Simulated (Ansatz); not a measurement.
The system is TaN.

```
CELL_PARAMETERS angstrom
0.00000 2.17900 2.17900
2.17900 0.00000 2.17900
2.17900 2.17900 0.00000
ATOMIC_POSITIONS crystal
Ta 0.50000 0.50000 0.50000
N 0.00000 0.00000 0.00000
```

```yaml
Program: Ansatz 0.2.0
Task: relaxation of cell and atoms
Functional: r2SCAN
Dispersion: D3(BJ)-ATM
Potentials_or_basis: Ansatz PAW
Cutoff: "500 eV (not typed: the program's choice for these potentials)"
k_mesh: 10 × 10 × 10
Occupations: fermi-dirac, width 0.05 eV
Spin: no spin polarisation
```

At the start: volume 10.35 Å³/atom.

Task: How do energy, volume and symmetry change on relaxing?

Result: It ends after 5 steps and the volume is 10.56 Å³/atom (+2.1 %); space group Fm-3m (No. 225, to 0.05 Å).

Step by step:
| step | energy change (eV) | largest force (eV/Å) | volume (Å³) |
| --- | --- | --- | --- |
| 1 | 0.0000 | 0.0000 | 20.69 |
| 2 | -0.0084 | 0.0000 | 21.30 |
| 3 | -0.0100 | 0.0000 | 21.13 |
| 4 | -0.0100 | 0.0000 | 21.12 |
| 5 | -0.0103 | 0.0000 | 21.12 |

Final structure:
```yaml
crystal:
  lattice:
    - [0.00000, 2.19408, 2.19408]
    - [2.19408, 0.00000, 2.19408]
    - [2.19408, 2.19408, 0.00000]
  atoms:
    - { symbol: Ta, position: [0.50000, 0.50000, 0.50000] }
    - { symbol: N, position: [0.00000, 0.00000, 0.00000] }
```

Caveat: the plane-wave basis is chosen anew once the cell has moved, so the energies of steps on either side of that aren't comparable; pairwise dispersion overbinds metals, which lowers pressure and volume; the PAW data sets come from PBE, with cores solved anew for the run's functional, which leaves a small shift of forces and pressure.
